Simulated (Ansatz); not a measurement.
**CO2: energies, forces and stress near the listed structure**

How do energy, forces, pressure and gap of CO2 change under moves of single atoms, further strains and shifts, distortions that keep the symmetry? Each case is one self-consistent run.

Program: Ansatz 0.2.0. Level of theory: DFT PBE, scalar-relativistic, plane waves, PAW. These are calculated values, not measurements.

**1. Starting point**

The structure is orthorhombic, space group Cmce (No. 64). The conventional cell has a = 5.272 Å, b = 4.775 Å, c = 6.587 Å, α = 90.00°, β = 90.00°, γ = 90.00°. Around C (site symmetry 2/m) lie 2 O at 1.17 Å. Around O (site symmetry m) lie 1 C at 1.17 Å.

Coordinates:

```
CELL_PARAMETERS angstrom
2.63591 -2.38738 0.00000
2.63591 2.38738 0.00000
0.00000 0.00000 6.58717
ATOMIC_POSITIONS crystal
C 0.00000 0.00000 0.00000
C 0.50000 0.50000 0.50000
O 0.80651 0.19349 0.89184
O 0.19349 0.80651 0.10816
O 0.69349 0.30651 0.39184
O 0.30651 0.69349 0.60816
```

The structure comes from the Materials Project (structure only).

**2. One atom moved**

What differs from the listed cell: atom 5 (O) moved by 0.15 Å.

input.yaml

```yaml
crystal:
  lattice:
    - [2.63591123, -2.38737812, 0.0]
    - [2.63591123, 2.38737812, 0.0]
    - [0.0, 0.0, 6.58717491]
  atoms:
    - { symbol: C, position: [0.0, 0.0, 0.0] }
    - { symbol: C, position: [0.5, 0.5, 0.5] }
    - { symbol: O, position: [0.80650857, 0.19349143, 0.89184339] }
    - { symbol: O, position: [0.19349143, 0.80650857, 0.10815661] }
    - { symbol: O, position: [0.682295974, 0.2786169737, 0.3764407324] }
    - { symbol: O, position: [0.30650857, 0.69349143, 0.60815661] }
basis:
  ecutwfc: 420
kpoints:
  mp_grid: { grid: [6, 6, 4] }
hamiltonian:
  xc: pbe
scf:
  occupations: { method: gaussian, width: 0.02 }
output:
  forces: true
  stress: true
  eigenvalues: true
```

**3. A distortion of lower symmetry**

input.yaml

```yaml
crystal:
  lattice:
    - [2.6332753188, -2.1743046228, 0.0]
    - [2.6332753188, 2.1743046228, 0.0]
    - [0.0, 0.0, 6.6036428473]
  atoms:
    - { symbol: C, position: [0.011443257, 0.011443257, 0.0] }
    - { symbol: C, position: [0.488556743, 0.488556743, 0.5] }
    - { symbol: O, position: [0.7805094585, 0.1838547344, 0.8999208064] }
    - { symbol: O, position: [0.1838547344, 0.7805094585, 0.1000791936] }
    - { symbol: O, position: [0.7194905415, 0.3161452656, 0.3999208064] }
    - { symbol: O, position: [0.3161452656, 0.7194905415, 0.6000791936] }
basis:
  ecutwfc: 420
kpoints:
  mp_grid: { grid: [6, 6, 4] }
hamiltonian:
  xc: pbe
scf:
  occupations: { method: gaussian, width: 0.02 }
output:
  forces: true
  stress: true
  eigenvalues: true
  populations: true
```

**4. A change within a subgroup**

input.yaml

```yaml
crystal:
  lattice:
    - [2.7895584956, -2.4482801358, 0.0]
    - [2.7895584956, 2.4482801358, 0.0]
    - [0.0, 0.0, 6.2703317968]
  atoms:
    - { symbol: C, position: [-0.0120363635, 0.0120363635, -0.0208699491] }
    - { symbol: C, position: [0.4879636365, 0.5120363635, 0.5208699491] }
    - { symbol: O, position: [0.8163104168, 0.1836895832, 0.8306184901] }
    - { symbol: O, position: [0.1957259467, 0.8042740533, 0.1109707356] }
    - { symbol: O, position: [0.6957259467, 0.3042740533, 0.3890292644] }
    - { symbol: O, position: [0.3163104168, 0.6836895832, 0.6693815099] }
basis:
  ecutwfc: 420
kpoints:
  mp_grid: { grid: [6, 6, 4] }
hamiltonian:
  xc: pbe
scf:
  occupations: { method: gaussian, width: 0.02 }
output:
  forces: true
  stress: true
  eigenvalues: true
```

**5. A change within a subgroup**

input.yaml

```yaml
crystal:
  lattice:
    - [2.7747973927, -2.5173708586, 0.0]
    - [2.7747973927, 2.5173708586, 0.0]
    - [0.0, 0.0, 6.8412422463]
  atoms:
    - { symbol: C, position: [-0.015631551, 0.015631551, 0.0330132546] }
    - { symbol: C, position: [0.484368449, 0.515631551, 0.4669867454] }
    - { symbol: O, position: [0.7710074935, 0.2289925065, 0.9229948738] }
    - { symbol: O, position: [0.2446240575, 0.7553759425, 0.1179845771] }
    - { symbol: O, position: [0.7446240575, 0.2553759425, 0.3820154229] }
    - { symbol: O, position: [0.2710074935, 0.7289925065, 0.5770051262] }
basis:
  ecutwfc: 420
kpoints:
  mp_grid: { grid: [6, 6, 4] }
hamiltonian:
  xc: pbe
scf:
  occupations: { method: gaussian, width: 0.02 }
output:
  forces: true
  stress: true
  eigenvalues: true
  populations: true
```

**6. One atom moved**

input.yaml

```yaml
crystal:
  lattice:
    - [2.63591123, -2.38737812, 0.0]
    - [2.63591123, 2.38737812, 0.0]
    - [0.0, 0.0, 6.58717491]
  atoms:
    - { symbol: C, position: [0.0, 0.0, 0.0] }
    - { symbol: C, position: [0.5, 0.5, 0.5] }
    - { symbol: O, position: [0.80650857, 0.19349143, 0.89184339] }
    - { symbol: O, position: [0.19349143, 0.80650857, 0.10815661] }
    - { symbol: O, position: [0.69349143, 0.30650857, 0.39184339] }
    - { symbol: O, position: [0.2750933537, 0.7249066463, 0.60815661] }
basis:
  ecutwfc: 420
kpoints:
  mp_grid: { grid: [6, 6, 4] }
hamiltonian:
  xc: pbe
scf:
  occupations: { method: gaussian, width: 0.02 }
output:
  forces: true
  stress: true
  eigenvalues: true
  populations: true
```

**7. A change within the space group**

input.yaml

```yaml
crystal:
  lattice:
    - [2.5877267727, -2.322560804, 0.0]
    - [2.5877267727, 2.322560804, 0.0]
    - [0.0, 0.0, 6.3387066724]
  atoms:
    - { symbol: C, position: [0.0, 0.0, 0.0] }
    - { symbol: C, position: [0.5, 0.5, 0.5] }
    - { symbol: O, position: [0.7978650883, 0.2021349117, 0.8826132027] }
    - { symbol: O, position: [0.2021349117, 0.7978650883, 0.1173867973] }
    - { symbol: O, position: [0.7021349117, 0.2978650883, 0.3826132027] }
    - { symbol: O, position: [0.2978650883, 0.7021349117, 0.6173867973] }
basis:
  ecutwfc: 420
kpoints:
  mp_grid: { grid: [6, 6, 4] }
hamiltonian:
  xc: pbe
scf:
  occupations: { method: gaussian, width: 0.02 }
output:
  forces: true
  stress: true
  eigenvalues: true
  populations: true
```

**8. A distortion of lower symmetry**

input.yaml

```yaml
crystal:
  lattice:
    - [2.6852554882, -2.2706353299, -0.0118352414]
    - [2.6852554882, 2.2706353299, -0.0118352414]
    - [-0.0295764153, 0.0, 6.6100982787]
  atoms:
    - { symbol: C, position: [-0.0065495629, 0.0060394007, -0.0167674629] }
    - { symbol: C, position: [0.5060394007, 0.4934504371, 0.4832325371] }
    - { symbol: O, position: [0.8263916106, 0.1947877635, 0.8961748157] }
    - { symbol: O, position: [0.1755562961, 0.803774492, 0.1205926472] }
    - { symbol: O, position: [0.6947877635, 0.3263916106, 0.3961748157] }
    - { symbol: O, position: [0.303774492, 0.6755562961, 0.6205926472] }
basis:
  ecutwfc: 420
kpoints:
  mp_grid: { grid: [6, 6, 4] }
hamiltonian:
  xc: pbe
scf:
  occupations: { method: gaussian, width: 0.02 }
output:
  forces: true
  stress: true
  eigenvalues: true
  populations: true
```

Before running it: what results should come out? Wanted: for each run, case; energy; pressure; largest force.

**Answer**, as computed:

| step | case | energy (meV/atom) | pressure (GPa) | largest force (eV/Å) | gap on the mesh (eV) |
| --- | --- | --- | --- | --- | --- |
|  | listed cell, run earlier | 0 | 2.7 | 0.14 | 6.64 |
| 2 | one atom moved | +64.3 | -3.2 | 6.68 | 6.05 |
| 3 | a distortion of lower symmetry | +227.6 | 27.5 | 7.83 | 6.17 |
| 4 | a change within a subgroup | +401.4 | -21.4 | 8.73 | 4.97 |
| 5 | a change within a subgroup | +923.9 | -29.4 | 10.66 | 3.76 |
| 6 | one atom moved | +89.1 | -4.2 | 7.56 | 6.12 |
| 7 | a change within the space group | +52.8 | -5.6 | 2.94 | 6.36 |
| 8 | a distortion of lower symmetry | +827.3 | 33.9 | 34.62 | 5.95 |

Energies are counted from the listed cell, with the smearing taken to zero. 

In words: The listed cell carries 2.7 GPa and forces up to 0.14 eV/Å at this level, so it is not this functional's equilibrium. No comparable point lies below the listed cell. The costliest is step 5, at 924 meV/atom. Among the distorted cells of the listed formula and level the largest force, 34.62 eV/Å, comes in step 8, shared by 2 atoms. Among the distorted cells of the listed formula and level the gap runs from 3.76 eV to 6.36 eV. Where forces pass 15 eV/Å atoms stand far too close, the PAW spheres overlap strongly and those numbers are rough.

These are semilocal Kohn-Sham gaps, which aren't the measured quantity. Such gaps usually fall short of the measured ones.
